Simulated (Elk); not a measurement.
# Optical response of LiBr

Aim: the dielectric function of LiBr, and the optical constants that follow from it.

Calculated with Elk 11.2.3 (patched build); DFT, LDA, all-electron APW+lo, Dirac cores, scalar-relativistic bands, independent-particle optical response without local fields.

## (1) The structure

Symmetry: Fm-3m, No. 225, cubic system. The conventional cell has a = 5.501 Å, b = 5.501 Å, c = 5.501 Å, α = 90.00°, β = 90.00°, γ = 90.00°. Nearest to Br lie 6 Li at 2.75 Å. Nearest to Li lie 6 Br at 2.75 Å. Farther neighbours and most contacts between anions are not listed.

Structure file:

```cif
data_structure
_symmetry_space_group_name_H-M 'P 1'
_symmetry_Int_Tables_number 1
_cell_length_a 3.8900
_cell_length_b 3.8900
_cell_length_c 3.8900
_cell_angle_alpha 60.000
_cell_angle_beta 60.000
_cell_angle_gamma 60.000
_cell_volume 41.62
loop_
_atom_site_label
_atom_site_type_symbol
_atom_site_fract_x
_atom_site_fract_y
_atom_site_fract_z
_atom_site_occupancy
Br1 Br 0.50000 0.50000 0.50000 1
Li2 Li 0.00000 0.00000 0.00000 1
```

## (2) Ground state

First the ground state: is it a metal or has it a gap?

This step: DFT, LDA, all-electron APW+lo, Dirac cores, scalar-relativistic bands, ground state (Elk 11.2.3 (patched build)).

Contents of elk.in:

```
tasks
  0
  120

xctype
  3

nempty
  12

lorbcnd
  .true.

rgkmax
  7.0

swidth
  0.0018375

maxscl
  100

epsengy
  1e-05

sppath
  './'

avec
  0.000000000000 5.197975164702 5.197975164702
  5.197975164702 0.000000000000 5.197975164702
  5.197975164702 5.197975164702 0.000000000000

atoms
  2
  'Br.in'
  1
  0.500000000000 0.500000000000 0.500000000000   0.000 0.000 0.000
  'Li.in'
  1
  0.000000000000 0.000000000000 0.000000000000   0.000 0.000 0.000

ngridk
  10 10 10
```

Command:

```bash
$ OMP_NUM_THREADS=4 elk
```

Numbers of over 12 decimals in the logs are rounded to 6 here.

Log:

```text
┌─────────────────────────┐
│ Elk code version 11.2.3 │
└─────────────────────────┘

All units are atomic (Hartree, Bohr, etc.)

┌─────────────────────────────────────────────────┐
│ Ground-state run starting from atomic densities │
└─────────────────────────────────────────────────┘

Lattice vectors :
   0.000000000       5.197975165       5.197975165
   5.197975165       0.000000000       5.197975165
   5.197975165       5.197975165       0.000000000

Reciprocal lattice vectors :
 -0.6043877768      0.6043877768      0.6043877768
  0.6043877768     -0.6043877768      0.6043877768
  0.6043877768      0.6043877768     -0.6043877768

Unit cell volume      :    280.8876186
Brillouin zone volume :   0.8830941522

Muffin-tin inner radius fraction :   0.1000000000E-01

Nuclei treated as point charges

Species : 1 (Br)
 parameters loaded from : Br.in
 name : bromine
 nuclear charge    :   -35.00000000
 electronic charge :    35.00000000
 atomic mass :    145656.0816
 muffin-tin radius :    2.400000000
 number of radial points in muffin-tin :    497
 inner part over the whole radius :   0.9934012010E-02
 number on inner part of muffin-tin    :    352
 approximate nuclear radius :   0.7858070945E-04
 number of mesh points to nuclear radius :    172
 atomic positions (lattice), magnetic fields (Cartesian) :
  1 :   0.00000000  0.00000000  0.00000000    0.00000000  0.00000000  0.00000000

Species : 2 (Li)
 parameters loaded from : Li.in
 name : lithium
 nuclear charge    :   -3.000000000
 electronic charge :    3.000000000
 atomic mass :    12652.66898
 muffin-tin radius :    1.800000000
 number of radial points in muffin-tin :    297
 inner part over the whole radius :   0.9806707936E-02
 number on inner part of muffin-tin    :    201
 approximate nuclear radius :   0.4000070961E-04
 number of mesh points to nuclear radius :     75
 atomic positions (lattice), magnetic fields (Cartesian) :
  1 :   0.50000000  0.50000000  0.50000000    0.00000000  0.00000000  0.00000000

Total number of atoms per unit cell :    2
Total muffin-tin volume :    82.33486027
 ratio of muffin-tin to unit cell volume :   0.2931238503

Spin treatment :
 spin-unpolarised

Number of Bravais lattice symmetries :   48
Number of crystal symmetries         :   48
Crystal has inversion symmetry
Real symmetric eigensolver will be used

k-point grid :     10    10    10
k-point offset :    0.000000000       0.000000000       0.000000000
k-point set is reduced with full crystal symmetry group
Total number of k-points :       47

Muffin-tin radius times maximum |G+k| :    7.000000000
 using average radius
Maximum |G+k| for APW functions       :    3.333333333
Maximum (1/2)|G+k|²                   :    5.555555556
Maximum |G| for potential and density :    12.00000000
Constant for pseudocharge density :    7
 order of it for each species :   14  14
 order of it for pair densities of each species (exact exchange by exxq0 0: 14) :   13   5
Radial integration step length :    1

G-vector grid sizes :     30    30    30
Number of G-vectors :     8099

Maximum angular momentum used for
 APW functions            :    8
 outer part of muffin-tin :    6
 inner part of muffin-tin :    2

Total nuclear charge    :   -38.00000000
Total core charge       :    18.00000000
Total valence charge    :    20.00000000
Total excess charge     :    0.000000000
Total electronic charge :    38.00000000

Effective Wigner radius, rₛ :    1.208426193

Number of empty states         :     24
Total number of valence states :     35
Total number of core states    :     18

Conduction state local-orbitals added automatically
Third-order local-orbitals added for an l without core states : F
Total number of local-orbitals :    118

Exchange-correlation functional :      3     0     0
 Perdew-Wang/Ceperley-Alder, Phys. Rev. B 45, 13244 (1992)
 gradient requirement :    0
 local density approximation (LDA)

Smearing type :    3
 Fermi-Dirac
Smearing width :   0.1837500000E-02
Effective electronic temperature (K) :    580.2366081

Mixing type :    3
 Broyden mixing, J. Phys. A: Math. Gen. 17, L317 (1984)

Kohn-Sham potential initialised from atomic data

┌──────────────────────────────┐
│ Self-consistent loop started │
└──────────────────────────────┘

┌─────────────────┐
│ Loop number : 1 │
└─────────────────┘

Energies :
 Fermi                       :    -0.33633933908201E-01
 sum of occupied eigenvalues :     -1519.9519045948
 electron kinetic            :      2675.6128454938
 core electron kinetic       :      2430.7290252340
 Coulomb                     :     -5195.9616667455
 Coulomb potential           :     -4071.4143004763
 nuclear-nuclear             :     -283.11811424678
 electron-nuclear            :     -5757.9361637294
 Hartree                     :      845.09261123066
 Madelung                    :     -3160.2545165074
 xc potential                :     -124.15044961227
 exchange                    :     -87.404899667844
 correlation                 :     -3.355179
 electron entropic           :    -0.41188426497629E-11
 total energy                :     -2611.1088996825

Density of states at Fermi energy :   0.5438338987E-07
 (states/Hartree/unit cell)

Estimated indirect band gap :   0.1758787591
 from k-point 15 to k-point 1
Estimated direct band gap   :   0.1759886393
 at k-point 1

Charges :
 core                        :    18.00000000
 valence                     :    20.00000000
 interstitial                :    2.333009465
 muffin-tins (core leakage)
  species : 1 (Br)
   atom 1                    :    33.58464031     (  0.1751023678E-04)
  species : 2 (Li)
   atom 1                    :    2.082350230     (   0.000000000    )
 total in muffin-tins        :    35.66699054
 total calculated charge     :    37.99998445
 total charge                :    38.00000000
 error                       :   0.1555188165E-04

┌─────────────────┐
│ Loop number : 2 │
└─────────────────┘

Energies :
 Fermi                       :    -0.32723448421176E-01
 sum of occupied eigenvalues :     -1519.9154514814
 electron kinetic            :      2675.0011917489
 core electron kinetic       :      2430.4250506324
 Coulomb                     :     -5195.9571314984
 Coulomb potential           :     -4071.4231967443
 nuclear-nuclear             :     -283.11811424678
 electron-nuclear            :     -5757.9183270756
 Hartree                     :      845.07930982407
 Madelung                    :     -3160.2455331262
 xc potential                :     -123.49344648612
 exchange                    :     -87.404419501805
 correlation                 :     -3.355156
 electron entropic           :    -0.41186126230747E-11
 total energy                :     -2611.7155156474

Density of states at Fermi energy :   0.5438206679E-07
 (states/Hartree/unit cell)

Estimated indirect band gap :   0.1757706351
 from k-point 15 to k-point 1
Estimated direct band gap   :   0.1758819539
 at k-point 1

Charges :
 core                        :    18.00000000
 valence                     :    20.00000000
 interstitial                :    2.333879921
 muffin-tins (core leakage)
  species : 1 (Br)
   atom 1                    :    33.58366676     (  0.1751023798E-04)
  species : 2 (Li)
   atom 1                    :    2.082453317     (   0.000000000    )
 total in muffin-tins        :    35.66612008
 total calculated charge     :    37.99998445
 total charge                :    38.00000000
 error                       :   0.1555034650E-04

RMS change in Kohn-Sham potential (target) :   0.6403267241E-01 (  0.1000000000E-05)
Absolute change in total energy (target)   :   0.6066159649     (  0.1000000000E-04)

[... 12 loops left out ...]

┌──────────────────┐
│ Loop number : 15 │
└──────────────────┘

Energies :
 Fermi                       :     0.60809790429808E-01
 sum of occupied eigenvalues :     -1516.4467149060
 electron kinetic            :      2675.7161712885
 core electron kinetic       :      2430.8421855798
 Coulomb                     :     -5195.8703165090
 Coulomb potential           :     -4071.9646198825
 nuclear-nuclear             :     -283.11811424678
 electron-nuclear            :     -5757.2234590432
 Hartree                     :      844.47125678103
 Madelung                    :     -3159.8880065677
 xc potential                :     -120.19826631194
 exchange                    :     -87.386189477875
 correlation                 :     -3.354066
 electron entropic           :    -0.41118497241720E-11
 total energy                :     -2610.8944003446

Density of states at Fermi energy :   0.5438259645E-07
 (states/Hartree/unit cell)

Estimated indirect band gap :   0.1704065203
 from k-point 15 to k-point 1
Estimated direct band gap   :   0.1706151433
 at k-point 1

Charges :
 core                        :    18.00000000
 valence                     :    20.00000000
 interstitial                :    2.384506206
 muffin-tins (core leakage)
  species : 1 (Br)
   atom 1                    :    33.52658560     (  0.1723449380E-04)
  species : 2 (Li)
   atom 1                    :    2.088908189     (   0.000000000    )
 total in muffin-tins        :    35.61549379
 total calculated charge     :    37.99998491
 total charge                :    38.00000000
 error                       :   0.1509072854E-04

RMS change in Kohn-Sham potential (target) :   0.3713190330E-08 (  0.1000000000E-05)
Absolute change in total energy (target)   :   0.3609563919E-05 (  0.1000000000E-04)

Convergence targets achieved

┌──────────────────┐
│ Loop number : 16 │
└──────────────────┘

Energies :
 Fermi                       :     0.60809792260065E-01
 sum of occupied eigenvalues :     -1516.4467150002
 electron kinetic            :      2675.7161711475
 core electron kinetic       :      2430.8421854993
 Coulomb                     :     -5195.8703164370
 Coulomb potential           :     -4071.9646198128
 nuclear-nuclear             :     -283.11811424678
 electron-nuclear            :     -5757.2234589698
 Hartree                     :      844.47125677957
 Madelung                    :     -3159.8880065306
 xc potential                :     -120.19826633481
 exchange                    :     -87.386189476947
 correlation                 :     -3.354066
 electron entropic           :    -0.41118501440278E-11
 total energy                :     -2610.8944004126

Density of states at Fermi energy :   0.5438259636E-07
 (states/Hartree/unit cell)

Estimated indirect band gap :   0.1704065192
 from k-point 15 to k-point 1
Estimated direct band gap   :   0.1706151422
 at k-point 1

Charges :
 core                        :    18.00000000
 valence                     :    20.00000000
 interstitial                :    2.384506208
 muffin-tins (core leakage)
  species : 1 (Br)
   atom 1                    :    33.52658560     (  0.1723449545E-04)
  species : 2 (Li)
   atom 1                    :    2.088908191     (   0.000000000    )
 total in muffin-tins        :    35.61549379
 total calculated charge     :    37.99998491
 total charge                :    38.00000000
 error                       :   0.1509073018E-04

┌──────────────────────────────┐
│ Self-consistent loop stopped │
└──────────────────────────────┘

Wrote STATE.OUT
```

Elapsed: 6.1 s, on 4 threads of Arm Neoverse V2, shared host; peak memory 0.07 GiB.

Numbers from this step:

- total energy: -2611 Ha
- Fermi energy: 1.655 eV
- DOS at the Fermi level: 2.00e-9 states/eV/cell
- gap on the k-mesh: 4.637 eV
- direct gap on the mesh: 4.643 eV

There is a gap, 4.64 eV on this mesh (points off the mesh can give less), so no carriers' term is needed.

## (3) Independent particles

The spectrum is a sum over vertical transitions between filled and empty bands at the fixed density, so many empty bands are needed.

This step: DFT, LDA, all-electron APW+lo, Dirac cores, scalar-relativistic bands, independent-particle optical response without local fields (Elk 11.2.3 (patched build)).

elk.in, as its differences from that of step 2:

```diff
@@ -1,4 +1,6 @@
 tasks
-  0
-  120
+  121
+
+optcomp
+  1 1
 
@@ -17,9 +19,7 @@
 swidth
-  0.0018375
+  0.0055124
 
-maxscl
-  100
-
-epsengy
-  1e-05
+wplot
+  400 100 0
+  0.0 0.58799
```

Command:

```bash
$ OMP_NUM_THREADS=4 elk
```

Log:

```text
┌─────────────────────────────────┐
│ Elk code version 11.2.3 started │
└─────────────────────────────────┘

┌────────────────────┐
│ Current task : 121 │
└────────────────────┘

Info(findsymcrys): atomic basis shift (lattice) :
  0.5000000000      0.5000000000      0.5000000000
See GEOMETRY.OUT for new atomic positions

Info(dielectric):
 dielectric tensor written to EPSILON_ij.OUT
 optical conductivity written to SIGMA_ij.OUT
 for components
  i = 1, j = 1

┌──────────────────┐
│ Elk code stopped │
└──────────────────┘
```

The job ended after 0.96 s (4 threads; peak memory 0.04 GiB; 3.7 s of CPU time).

This step gave:

- electronic dielectric constant ε∞, mean over x, y and z (by symmetry where fewer were run): 3.877
- main peak of Im epsilon, first axis: 7.633 eV

Values under the direct gap are tails of Lorentzian lines. The Im ε, E ∥ x by photon energy; read off at these points:

photon energy (eV), Im ε, E ∥ x and a bar:
```
     0.00       0.00 
     0.50       0.01 
     1.00       0.01 
     1.50       0.02 
     2.00       0.03 
     2.50       0.05 
     3.00       0.06 
     3.50       0.09 
     4.00       0.14 #
     4.50       0.30 #
     5.00       0.93 ###
     5.50       2.02 #######
     6.00       4.50 ################
     6.12       5.27 ###################
     6.50       4.67 #################
     7.00       6.58 ########################
     7.50       7.54 ############################
     7.64       8.21 ##############################
     8.00       4.02 ###############
     8.50       6.98 ##########################
     8.80       7.93 #############################
     9.00       7.07 ##########################
     9.50       5.16 ###################
    10.00       4.38 ################
    10.50       3.80 ##############
    11.00       2.82 ##########
    11.50       1.95 #######
    12.00       1.59 ######
    12.50       0.80 ###
    13.00       1.00 ####
    13.50       0.69 ###
    14.00       0.69 ###
    14.50       0.65 ##
    15.00       0.76 ###
    15.50       0.66 ##
```

The Re ε, E ∥ x by photon energy:

photon energy (eV), Re ε, E ∥ x and a bar from the least value:
```
        0       3.88 ##################
        1       3.92 ##################
        2       4.08 ###################
        3       4.39 ####################
        4       5.01 ######################
        5       6.45 ##########################
        6       7.65 ##############################
        7       4.60 ####################
        8       2.13 #############
        9      -0.50 ####
       10      -1.90 
       11      -1.87 
       12      -1.75 
       13      -0.78 ####
       14      -0.42 #####
       15      -0.01 ######
```

The refractive index n and extinction k by photon energy:

| photon energy (eV) | n | k |
| --- | --- | --- |
| 0.0 | 1.97 | 0 |
| 0.5 | 1.97 | 0.00178 |
| 1.0 | 1.98 | 0.00366 |
| 1.5 | 2.00 | 0.00574 |
| 2.0 | 2.02 | 0.00817 |
| 2.5 | 2.05 | 0.0112 |
| 3.0 | 2.10 | 0.0152 |
| 3.5 | 2.15 | 0.0210 |
| 4.0 | 2.24 | 0.0311 |
| 4.5 | 2.37 | 0.0624 |
| 5.0 | 2.55 | 0.182 |
| 5.5 | 2.75 | 0.367 |
| 6.0 | 2.87 | 0.782 |
| 6.5 | 2.47 | 0.944 |
| 7.0 | 2.51 | 1.31 |
| 7.5 | 2.56 | 1.47 |
| 8.0 | 1.83 | 1.10 |
| 8.5 | 2.26 | 1.54 |
| 9.0 | 1.81 | 1.95 |
| 9.5 | 1.47 | 1.75 |
| 10.0 | 1.20 | 1.83 |
| 10.5 | 1.10 | 1.73 |
| 11.0 | 0.871 | 1.62 |
| 11.5 | 0.705 | 1.38 |
| 12.0 | 0.553 | 1.43 |
| 12.5 | 0.371 | 1.08 |
| 13.0 | 0.493 | 1.01 |
| 13.5 | 0.405 | 0.852 |
| 14.0 | 0.439 | 0.781 |
| 14.5 | 0.519 | 0.622 |
| 15.0 | 0.615 | 0.620 |
| 15.5 | 0.510 | 0.649 |

The loss function −Im 1/ε at q → 0, E ∥ x has structure finer than the step of the table below, so its rows give means over 0.5 eV, whole bins alone (the curve runs from 0 to 16.0 eV). Peaks (eV: height): 14.68: 1.53, 15.84: 2.06.

Values under the direct gap are tails of Lorentzian lines. Loss function −Im 1/ε at q → 0, E ∥ x against energy loss; means over each step:

| energy loss (eV) | loss function −Im 1/ε at q → 0, E ∥ x |
| --- | --- |
| 0.5 | 4.7e-4 |
| 1.0 | 9.4e-4 |
| 1.5 | 0.00144 |
| 2.0 | 0.00199 |
| 2.5 | 0.00259 |
| 3.0 | 0.00331 |
| 3.5 | 0.00422 |
| 4.0 | 0.00560 |
| 4.5 | 0.00967 |
| 5.0 | 0.0198 |
| 5.5 | 0.0353 |
| 6.0 | 0.0631 |
| 6.5 | 0.0875 |
| 7.0 | 0.0949 |
| 7.5 | 0.105 |
| 8.0 | 0.163 |
| 8.5 | 0.122 |
| 9.0 | 0.142 |
| 9.5 | 0.184 |
| 10.0 | 0.190 |
| 10.5 | 0.214 |
| 11.0 | 0.246 |
| 11.5 | 0.306 |
| 12.0 | 0.291 |
| 12.5 | 0.492 |
| 13.0 | 0.625 |
| 13.5 | 0.887 |
| 14.0 | 1.17 |
| 14.5 | 1.47 |
| 15.0 | 1.30 |
| 15.5 | 1.44 |

The reflectivity at normal incidence, E ∥ x has structure finer than the step of the table below, so its rows give means over 0.5 eV, whole bins alone (the curve runs from 0 to 16.0 eV). Peaks (eV: height): 7.72: 34.9, 11.32: 47.5, 12.28: 55.5, 13.32: 43.0, 14.00: 34.5, 15.48: 24.6.

Reflectivity at normal incidence, E ∥ x against photon energy; means over each step:

photon energy (eV), reflectivity at normal incidence, E ∥ x (%) and a bar from the least value:
```
      0.5       10.7 
      1.0       10.8 
      1.5       11.1 
      2.0       11.4 #
      2.5       11.9 #
      3.0       12.5 #
      3.5       13.4 ##
      4.0       14.7 ###
      4.5       16.5 ####
      5.0       19.0 ######
      5.5       22.3 #########
      6.0       25.1 ###########
      6.5       23.9 ##########
      7.0       27.0 ############
      7.5       31.0 ###############
      8.0       25.6 ###########
      8.5       31.0 ###############
      9.0       37.8 #####################
      9.5       36.1 ###################
     10.0       40.2 ######################
     10.5       41.8 ########################
     11.0       44.1 #########################
     11.5       43.4 #########################
     12.0       50.1 ##############################
     12.5       48.5 #############################
     13.0       39.2 ######################
     13.5       38.8 #####################
     14.0       30.7 ###############
     14.5       23.0 #########
     15.0       17.5 #####
     15.5       22.9 #########
```

Optical constants at common wavelengths, from n + ik = √ε:

| wavelength (nm) | n | k | R (%) | 1/α |
| --- | --- | --- | --- | --- |
| 800 | 2.00 | 0.006 | 11.1 | 11 µm |
| 633 | 2.02 | 0.008 | 11.4 | 6.3 µm |
| 532 | 2.04 | 0.010 | 11.7 | 4.2 µm |
| 450 | 2.07 | 0.013 | 12.2 | 2.7 µm |
| 405 | 2.10 | 0.016 | 12.6 | 2.0 µm |
| 308 | 2.24 | 0.032 | 14.7 | 770 nm |
| 248 | 2.55 | 0.182 | 19.2 | 108 nm |

Below the direct gap, k and the depth come from the tails of the Lorentzian lines, not from transitions.

Rows near the edge hang on the gap, which this functional as a rule makes too small, and phonon-assisted absorption is left out.

## (4) Outcome

| Property | Result |
| --- | --- |
| electronic dielectric constant ε∞, mean over x, y and z (by symmetry where fewer were run) (independent particles) | 3.88 |
| main peak of Im epsilon, first axis | 7.63 eV |

**Reading.** At this level (LDA, independent particles) LiBr has ε∞ = 3.88 and n = 1.98 at 1550 nm, and Im ε peaks at 7.6 eV. On the mesh the gap is 4.64 eV and the least direct gap 4.64 eV. Distinct maxima of Im ε, read by a parabola through the highest points, lie at 6.96 eV (6.8), 7.63 eV (8.2), 8.80 eV (7.9) and 9.79 eV (5.6). Excitons and phonon-assisted transitions are missing, and so are local fields; LDA gaps are as a rule too small, which pulls the onset down and ε∞ up. The sum runs over mesh points, so small or evenly spaced maxima can still be ripples of the mesh.

[Machine, clock and banner lines and Python warnings are left out of the logs.]

[Logs are printed without paths, hosts, clocks, repeated set-up lines and the standing remarks that a program may print on its own settings, such as how far it seeks lower states.]

[Hosts, paths, dates, database ids (printed as entryN), source tags and the programs' standing remarks are cut or masked in the printed files.]
